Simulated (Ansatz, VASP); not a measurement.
# Si24O47 (V_O): VASP beside Ansatz, part 3 of 3

Aim: how closely do two programs agree when they are given the same cell, functional and k mesh? Of the first pair: The structure shown is the start of the Ansatz relaxation below; VASP solves that cell, so the two are compared at the walk's first step.

VASP 6.6.1 and Ansatz 0.2.0.

So far. Step 3 (VASP: single point, r2SCAN, start cell, pair 1): The run ends at a pressure of -1.21 GPa, with forces up to 5.8 eV/Å.

## Step 6: VASP: single point, r2SCAN, relaxed cell, pair 2

Level of this step: r2SCAN, spin-polarised from a ferromagnetic start; plane waves and PAW (Si, O) (VASP).

The same cell, functional and mesh now go to VASP, with its own data sets.

File INCAR:

```
SYSTEM = Si24O47
PREC = Accurate
ENCUT = 580
EDIFF = 1E-06
NELM = 200
ISMEAR = 0
SIGMA = 0.01
LREAL = Auto
ALGO = Normal
METAGGA = R2SCAN
LASPH = .TRUE.
NELECT = 377
NBANDS = 240
ISPIN = 2
MAGMOM = -0 0 0 0.03 0 0 0 -0 0 0 0 0.03 0 0 0 -0 0 -0 0 -0 0 -0 0 -0 0.05 0 0 0 0 0.02 -0 0.05 0.04 -0 -0 0 0 0 -0 0 -0 0 0 0 0.04 0.03 0 0 0 0 0 0 -0 0 0 0 0 0 0 0 -0 0 0 0 0 0 0 -0 0 0 0
LORBIT = 11
LWAVE = .FALSE.
LCHARG = .FALSE.
ISIF = 2
ISYM = 0
NUPDOWN = 1
GGA_COMPAT = .FALSE.
LMIXTAU = .TRUE.
NCORE = 2
```

File POSCAR:

```
Si24O47
1.0
    9.8422041300      0.0000000000      0.0000000000
   -4.9211020700      8.5235988100      0.0000000000
    0.0000000000      0.0000000000     10.8330695300
Si O
24 47
Direct
    0.2640016514      0.2636144031      0.0018579890
    0.9939248963      0.2412586225      0.3340677660
    0.2312700505      0.9979852923      0.1671986977
    0.2618958005      0.2569496669      0.5033705392
    0.9968163495      0.2268535656      0.8347095357
    0.2347659085      0.9915263611      0.6726629020
    0.2662483324      0.7660321465      0.9997595126
    0.9980584868      0.7324774135      0.3332035671
    0.2362738244      0.5019101332      0.1667019983
    0.2695114501      0.7616201615      0.4929430710
    0.9973696708      0.7322739749      0.8369735495
    0.2350931032      0.4907814611      0.6699655378
    0.7692577964      0.2708423899      0.9985465231
    0.4955865050      0.2377686522      0.3334657816
    0.7402520798      0.0042334627      0.1644434147
    0.7577235029      0.2659291307      0.5029606784
    0.4998567608      0.2350927610      0.8354818113
    0.7331058672      0.9982859208      0.6656510880
    0.7670472376      0.7667852056      0.0022979080
    0.5055174464      0.7384452304      0.3286218063
    0.7336247244      0.5010187815      0.1668570015
    0.7670695366      0.7672137155      0.5002698623
    0.5033738769      0.7330757422      0.8317657232
    0.7299885984      0.5015707088      0.6696165318
    0.1294059027      0.2222765231      0.4054282449
    0.2917935623      0.4267695096      0.0590153355
    0.0732569172      0.3692743599      0.2263251854
    0.2025402743      0.1321081827      0.1087949797
    0.3557326795      0.0746325928      0.2801619985
    0.4263967311      0.3065660677      0.4405308498
    0.1337394938      0.2036437815      0.8928119037
    0.0732125450      0.3514741568      0.7187316451
    0.2101653137      0.1285277983      0.6088472186
    0.3670851118      0.0702386195      0.7774984156
    0.4265081297      0.2911718372      0.9438507434
    0.1352842926      0.7064674620      0.3896956645
    0.2960836660      0.9286714148      0.0609962765
    0.0685360100      0.8618330821      0.2243257131
    0.2088599043      0.6363761224      0.1079220049
    0.3674677658      0.5737547290      0.2748040460
    0.4350183769      0.8036724159      0.4333984966
    0.1349505012      0.7057406761      0.8915919857
    0.2891005370      0.9103279655      0.5695135553
    0.0689131343      0.8647797101      0.7299228708
    0.2163874674      0.6102365034      0.5845013656
    0.3716391805      0.5649387916      0.7697631313
    0.4245684478      0.7877899337      0.9362062707
    0.6218336231      0.2042747238      0.3992851352
    0.7949109357      0.4320514894      0.0582518927
    0.5701797729      0.3644933584      0.2241720425
    0.7144425683      0.1404753279      0.1065373485
    0.8682664183      0.0751834693      0.2752129136
    0.9183435280      0.2993809334      0.4377518606
    0.6373698526      0.2104068298      0.8915649482
    0.7878790289      0.4283872415      0.5624320179
    0.5660134255      0.3666188643      0.7273093505
    0.7063071548      0.1348369496      0.6099305688
    0.8602382560      0.0662142452      0.7768621689
    0.9312327965      0.2996963787      0.9358403919
    0.6364881761      0.7085392653      0.3919649336
    0.7998308082      0.9328421139      0.0570075751
    0.5769626174      0.8664984096      0.2195034380
    0.7048769246      0.6364258911      0.1106000767
    0.8618389549      0.5694938966      0.2767330582
    0.9295392073      0.7926677741      0.4430184340
    0.6374957189      0.7074121451      0.8926263462
    0.7967453487      0.9312975833      0.5576219118
    0.5698406957      0.8594141393      0.7210865677
    0.7037211385      0.6368082223      0.6093102650
    0.8616799762      0.5714074995      0.7770031266
    0.9294236930      0.7916394420      0.9463965972
```

File KPOINTS:

```
Points of the shifted mesh
1
Reciprocal
 0.2500000000  0.2500000000  0.2500000000 1
```

The projector-augmented-wave data sets are Si and O (PBE family, release 64).

Command:

```
> mpirun -np 8 vasp_std
```

Numbers of over 12 decimals in the logs are rounded to 6 here.

The program printed:

```text
[banner, memory and clock lines left out]
running    8 mpi-ranks, on    1 nodes
[...]
[... a notice as in an earlier step ...]

 LDA part: xc-table for (None), standard interpolation
 POSCAR, INCAR and KPOINTS ok, starting setup
[...]
entering main loop
       N       E                     dE             d eps       ncg     rms          rms(c)
DAV:   1     0.237113639354E+04    0.23711E+04   -0.21412E+05   976   0.162E+03
DAV:   2    -0.677082677060E+03   -0.30482E+04   -0.29785E+04  1152   0.358E+02
DAV:   3    -0.887785397550E+03   -0.21070E+03   -0.20965E+03  1152   0.987E+01
DAV:   4    -0.891054089664E+03   -0.32687E+01   -0.32581E+01  1160   0.130E+01
DAV:   5    -0.891119983541E+03   -0.65894E-01   -0.65817E-01  1152   0.173E+00BRMIX: very serious problems
 the old and the new charge density differ
 old charge density:   378.00000 new  377.00000
    0.726E+01
DAV:   6    -0.759633649202E+03    0.13149E+03   -0.20933E+02  1080   0.263E+01    0.405E+01
DAV:   7    -0.711689534000E+03    0.47944E+02   -0.14851E+01  1144   0.109E+01    0.144E+01
DAV:   8    -0.759904234085E+03   -0.48215E+02   -0.15396E+01  1032   0.950E+00    0.713E+00
DAV:   9    -0.698866280896E+03    0.61038E+02   -0.12227E+01  1000   0.773E+00    0.314E+00
[...]
DAV:  20    -0.705655897030E+03    0.38526E-04   -0.44322E-05  1032   0.210E-02    0.870E-03
DAV:  21    -0.705655978205E+03   -0.81175E-04   -0.40488E-05  1032   0.205E-02    0.270E-03
DAV:  22    -0.705655979066E+03   -0.86093E-06   -0.27543E-06   792   0.441E-03
   1 F= -.70565598E+03 E0= -.70565598E+03  d E =-.197672E-19  mag=     1.0000
```

Parts of OUTCAR (step 6):

```text
  Total       -7.3533590    -11.8019306     -9.6130413      1.6056668     -3.7656641      0.4058164
  in kB      -12.9637144    -20.8063902    -16.9474552      2.8307343     -6.6387339      0.7154401
  external PRESSURE =     -16.9058533 kB  Pullay stress =       0.0000000 kB

 POSITION                                       TOTAL-FORCE (eV/Angst)
 -----------------------------------------------------------------------------------
      1.30108      2.24694      0.02013         0.004633      0.009729     -0.011773
      8.59515      2.05639      3.61898         0.025919     -0.009588      0.016966
     -2.63498      8.50643      1.81128        -0.017674     -0.001822      0.001746
      1.31316      2.19014      5.45305        -0.034631      0.026496      0.030828
      8.69450      1.93361      9.04247         0.017085     -0.009111     -0.022146
     -2.56879      8.45137      7.28700        -0.020220      0.014494     -0.017776
     -1.14925      6.52935     10.83046         0.018544      0.023567     -0.000793
      6.21850      6.24334      3.60962         0.012915     -0.019861      0.000198
     -0.14450      4.27808      1.80589        -0.021030     -0.003428     -0.002782
     -1.09542      6.49174      5.34009        -0.003948      0.001306      0.020524
      6.21272      6.24161      9.06699         0.003339     -0.015540      0.000765
     -0.10135      4.18322      7.25778         0.002747     -0.028372     -0.044607
      6.23835      2.30855     10.81732         0.016425      0.018716     -0.007114
      3.70758      2.02664      3.61246         0.005623     -0.005504      0.004243
[...]
-----------------------------------------------------------------------------------
    total drift:                                0.002888     -0.014692     -0.004864

  FREE ENERGIE OF THE ION-ELECTRON SYSTEM (eV)
  ---------------------------------------------------
  free  energy   TOTEN  =      -705.6559790661 eV

  energy  without entropy=     -705.6559790661  energy(sigma->0) =     -705.65597907

 magnetization (x)
# of ion       s       p       d       tot
------------------------------------------
    1       -0.000  -0.000   0.000  -0.000
    2       -0.000   0.000   0.000  -0.000
    3       -0.000   0.000   0.000   0.000
    4        0.036   0.067   0.000   0.103
    5        0.000   0.001   0.000   0.001
    6        0.001   0.002   0.000   0.004
    7       -0.000  -0.000   0.000  -0.000
    8       -0.000  -0.000   0.000  -0.000
    9        0.000  -0.000   0.000   0.000
   10        0.000   0.000   0.000   0.001
   11        0.000   0.000   0.000   0.000
   12        0.028   0.052   0.000   0.080
   13        0.000   0.000   0.000   0.000
[...]
--------------------------------------------------
tot          0.096   0.366   0.000   0.462

[... 1 part as in an earlier step ...]

[... 2 further parts left out ...]
[key lines of the parts left out:]
E-fermi :   0.6395
```

The run ends at a pressure of -1.69 GPa, with forces up to 0.053 eV/Å.

## Step 7: Differences

What differs besides the data sets and the points named for the pairs above, as far as they apply: site moments are counted in spheres of each program's own size. Total energies have different zeros and are not compared.

Compared:

| quantity | Ansatz | VASP | difference |
| --- | --- | --- | --- |
| total moment, fixed by the input (μB) | 1.00 | 1.00 | 0.00 |
| moment on Si4 (μB) | 0.03 | 0.10 | -0.07 |
| moment on Si12 (μB) | 0.03 | 0.08 | -0.05 |
| moment on O32 (μB) | 0.05 | 0.05 | 0.00 |
| moment on O25 (μB) | 0.05 | 0.05 | 0.00 |

At this near-relaxed geometry the largest component of a force difference is 38 meV/Å. The cell carries a charge of +1 e against a uniform background, so its pressure also hangs on how the neutralising background is counted, and in a defect's cell a gap may be the spacing between its levels.

## Step 8: Outcome

| Property | Result |
| --- | --- |
| r.m.s. force difference (single point, r2SCAN, start cell, pair 1) | 1.0 % of the r.m.s. force |
| difference in moment on Si4 (single point, r2SCAN, relaxed cell, pair 2) | -0.069 μB |
| r.m.s. force difference (single point, r2SCAN, relaxed cell, pair 2) | 11 meV/Å |

What this shows: The r.m.s. force difference is 11 meV/Å (single point, r2SCAN, relaxed cell, pair 2), within the 12 meV/Å picked in this series as the mark of a large difference. How closely two codes agree says nothing of how well the functional describes the real material.

[Lines on the potential files, build, host, timing and source positions are cut from VASP's logs without a mark.]

[Logs are printed without paths, hosts, clocks, repeated set-up lines and the standing remarks that a program may print on its own settings, such as how far it seeks lower states.]

[Hosts, paths, dates, database ids (printed as entryN), source tags and the programs' standing remarks are cut or masked in the printed files.]
